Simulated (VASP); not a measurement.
A run of VASP 6.6.1 is set up as follows.

INCAR

```
SYSTEM = MgO
PREC = Accurate ; ENCUT = 520
EDIFF = 1E-6 ; ISMEAR = 0
SIGMA = 0.02 ; LREAL = .FALSE.
LASPH = .TRUE. ; NELM = 100
ALGO = Fast ; ISIF = 2
LWAVE = .FALSE. ; LCHARG = .FALSE.
GGA = PS ; NBANDS = 16
```

Contents of KPOINTS:

```
Automatic mesh
0
G
  9 9 6
  0 0 0
```

Contents of POSCAR:

```
MgO
1.0
    3.4684792783      0.0265284516     -0.0290092919
   -1.7112653262      2.8923561552      0.0288850763
   -0.0436998722      0.0250140660      5.0967405162
Mg O
2 2
Direct
    0.3409504470      0.6446917366     -0.0187799505
    0.7033059819      0.3789378623      0.4875396858
    0.2872846482      0.6660383161      0.4138111903
    0.6684558997      0.3103320851      0.9266270676
```

Potentials or basis: VASP PAW PBE potentials, release 64 (Mg, O).

Run with:

```bash
$ cat potpaw_PBE.64/Mg/POTCAR potpaw_PBE.64/O/POTCAR > POTCAR
$ mpirun -np 1 vasp_std > vasp.out
```

Problem. Estimate the band gap on the k mesh.

Solution. 2.55 eV, direct.

Problem. Predict the largest force.

Solution. 3.066 eV/Å.

Problem. What does it give for the pressure?

Solution. -6.5 GPa.

Forces in eV/Å, atoms in the order of the input:
```
Mg  -0.467 -0.178  0.760
Mg  -2.416 -1.634  0.528
O    2.766  1.255 -0.416
O    0.117  0.557 -0.872
```

Caveat: the PAW data sets were made with another functional, which shifts forces and pressure a little; an odd mesh through Γ misses points on the zone boundary, where band edges often lie.
